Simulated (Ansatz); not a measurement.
# Si16S: the cost of one run

Computed with Ansatz 0.2.0 (DFT PBE, scalar-relativistic, plane waves, PAW, unless a step's input says otherwise).

4 further runs of the same task are left out: 1 that didn't finish, 3 set aside as unsound or not needed. Runs told in other sessions of the task aren't counted.

## Step 1: The system as given

The structure is triclinic, space group P1 (No. 1). Conventional cell: a = 6.365 Å, b = 7.702 Å, c = 19.753 Å, α = 90.00°, β = 90.00°, γ = 90.00°. Si (site symmetry 1) is surrounded by 3 Si at 2.36 to 2.38 Å. Si (site symmetry 1) is surrounded by 4 Si at 2.36 to 2.38 Å. Only part of the 17 independent sites is listed.

Structure file:

```cif
data_structure
_symmetry_space_group_name_H-M 'P 1'
_symmetry_Int_Tables_number 1
_cell_length_a 7.7022
_cell_length_b 6.3647
_cell_length_c 19.7525
_cell_angle_alpha 90.000
_cell_angle_beta 90.000
_cell_angle_gamma 90.000
_cell_volume 968.31
loop_
_atom_site_label
_atom_site_type_symbol
_atom_site_fract_x
_atom_site_fract_y
_atom_site_fract_z
_atom_site_occupancy
Si1 Si 0.00000 0.93707 0.20251 1
Si2 Si 0.50000 0.93707 0.20251 1
Si3 Si 0.00000 0.56293 0.20251 1
Si4 Si 0.50000 0.56293 0.20251 1
Si5 Si 0.25000 0.43707 0.25879 1
Si6 Si 0.75000 0.43707 0.25879 1
Si7 Si 0.25000 0.06293 0.25879 1
Si8 Si 0.75000 0.06293 0.25879 1
Si9 Si 0.25000 0.93330 0.37206 1
Si10 Si 0.75000 0.93330 0.37206 1
Si11 Si 0.25000 0.56670 0.37206 1
Si12 Si 0.75000 0.56670 0.37206 1
Si13 Si 0.00000 0.42599 0.41780 1
Si14 Si 0.50000 0.42599 0.41780 1
Si15 Si 0.00000 0.07401 0.41780 1
Si16 Si 0.50000 0.07401 0.41780 1
S1 S 0.16667 0.42599 0.50183 1
```

This is the geometry of the first run shown, built on a cell relaxed beforehand with the same method.

## Step 2: What is varied

Atoms count from 1 in the order of the input.

S is moved over the surface cell; relaxed at each place: the height of the adsorbate's atoms; substrate rigid; the origin of the map has the adsorbate above Si13.

The axes are (1) position of S17 along the first surface vector, from above Si13: 6 values from 0.000 to 0.833, periodic; (2) position of S17 along the second surface vector, from above Si13: 6 values from 0.000 to 0.833, periodic.

Relaxed at each point: the height of the adsorbate's atoms; substrate rigid. Points are written as (first, second).

The two vectors of the plane (Å): (3.851, 0.000, 0.000); (0.000, 6.365, 0.000).

## Step 3: Point (2/6, 0/6) of the map's two axes

Input file input.yaml:

```yaml
crystal:
  lattice:
    - [7.7021644573, 0.0, 0.0]
    - [0.0, 6.3646810416, 0.0]
    - [0.0, 0.0, 19.752543545]
  atoms:
    - { symbol: Si, position: [0.0, 0.9370679285, 0.2025055655] }
    - { symbol: Si, position: [0.5, 0.9370679285, 0.2025055655] }
    - { symbol: Si, position: [0.0, 0.5629320715, 0.2025055655] }
    - { symbol: Si, position: [0.5, 0.5629320715, 0.2025055655] }
    - { symbol: Si, position: [0.25, 0.4370679285, 0.2587875161] }
    - { symbol: Si, position: [0.75, 0.4370679285, 0.2587875161] }
    - { symbol: Si, position: [0.25, 0.0629320715, 0.2587875161] }
    - { symbol: Si, position: [0.75, 0.0629320715, 0.2587875161] }
    - { symbol: Si, position: [0.25, 0.9333044709, 0.3720589478] }
    - { symbol: Si, position: [0.75, 0.9333044709, 0.3720589478] }
    - { symbol: Si, position: [0.25, 0.5666955291, 0.3720589478] }
    - { symbol: Si, position: [0.75, 0.5666955291, 0.3720589478] }
    - { symbol: Si, position: [0.0, 0.4259907579, 0.4177964993] }
    - { symbol: Si, position: [0.5, 0.4259907579, 0.4177964993] }
    - { symbol: Si, position: [0.0, 0.0740092421, 0.4177964993] }
    - { symbol: Si, position: [0.5, 0.0740092421, 0.4177964993] }
    - { symbol: S, position: [0.1666666667, 0.4259907579, 0.5018270662], spin: 2.0 }
basis:
  ecutwfc: 420
kpoints:
  mp_grid: { grid: [4, 4, 1] }
hamiltonian:
  xc: pbe
  pseudopotentials: { kind: paw, azcp: { folder: soft_1 } }
scf:
  occupations: { method: gaussian, width: 0.05 }
output:
  forces: true
  eigenvalues: true
  populations: true
magnetization:
  spin_polarized: true
relax:
  adjacent_minimum: "off"
  f_tol: 0.025
  max_steps: 16
  constraints:
    - { sites: [0, 1, 2, 3, 4, 5, 6, 7, 8, 9, 10, 11, 12, 13, 14, 15] }
    - { sites: [16], fix: xy }
efield:
  axis: 3
  dipole_correction: true
  ramp_width: 0.04
```

Launch:

```console
$ ansatz run input.yaml --threads 4 --pin off --max-ram 12288MiB --backend cpu --events-out ev --progress --plain --runs-dir out
```

Q: Estimate wall time and peak memory on 4 threads of AMD EPYC 9R45 (Zen 5), shared host.

About 48 s, with a peak of 1.9 GiB.
